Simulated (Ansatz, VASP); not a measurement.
CdSe in VASP and in Ansatz

Contents of INCAR:

```
PREC     = Accurate       # precision mode
ENCUT    = 520            # plane-wave cutoff, eV
EDIFF    = 1E-7           # SCF threshold, eV
ISMEAR   = -1             # smearing method
SIGMA    = 0.03           # smearing width, eV
LREAL    = F              # projectors in reciprocal space
LASPH    = T              # aspherical terms in the spheres
NELM     = 100            # most SCF steps
ALGO     = Normal         # electronic algorithm
ISIF     = 2              # what is computed and relaxed
LWAVE    = F              # write WAVECAR
LCHARG   = F              # write CHGCAR
NBANDS   = 16             # bands
```

KPOINTS

```
Automatic mesh
0
Gamma
  8 8 8
```

POSCAR

```
CdSe
1.0
    0.0000000000      3.0081281831      3.0081281831
    3.0081281831      0.0000000000      3.0081281831
    3.0081281831      3.0081281831      0.0000000000
Cd Se
1 1
Direct
    0.0000000000      0.0000000000      0.0000000000
    0.2500000000      0.2500000000      0.2500000000
```

Input for Ansatz:

```yaml
crystal:
  lattice:
    - [0.0, 3.0081281831, 3.0081281831]
    - [3.0081281831, 0.0, 3.0081281831]
    - [3.0081281831, 3.0081281831, 0.0]
  atoms:
    - { symbol: Cd, position: [0.0, 0.0, 0.0] }
    - { symbol: Se, position: [0.25, 0.25, 0.25] }
kpoints:
  mp_grid: { grid: [8, 8, 8] }
scf:
  occupations: { method: fermi_dirac, width: 0.03 }
hamiltonian:
  xc: lda
  pseudopotentials: { kind: all_electron, lapw: { basis_error: 0.001 } }
output:
  forces: true
  stress: true
  eigenvalues: true
```

Change from the starting cell: volume scaled by 0.9405.

Alike in both runs: task single point; functional LDA; k mesh 8 × 8 × 8; occupations fermi-dirac, width 0.03 eV; no spin polarisation.

|  | VASP | Ansatz |
| --- | --- | --- |
| version | VASP 6.6.1 | Ansatz 0.2.0 |
| potentials or method | VASP PAW LDA potentials, release 64 (Cd, Se) | all-electron LAPW, scalar-relativistic |
| plane-wave cutoff (eV) | 520 | see its input |

Ansatz gave:

```
pressure (GPa) : -0.2
```

**Question.** Estimate VASP's values.

**Answer.** Pressure (GPa): 0.2.

Ansatz ran all-electron here, so the differences hold the error of VASP's frozen core and of both bases.
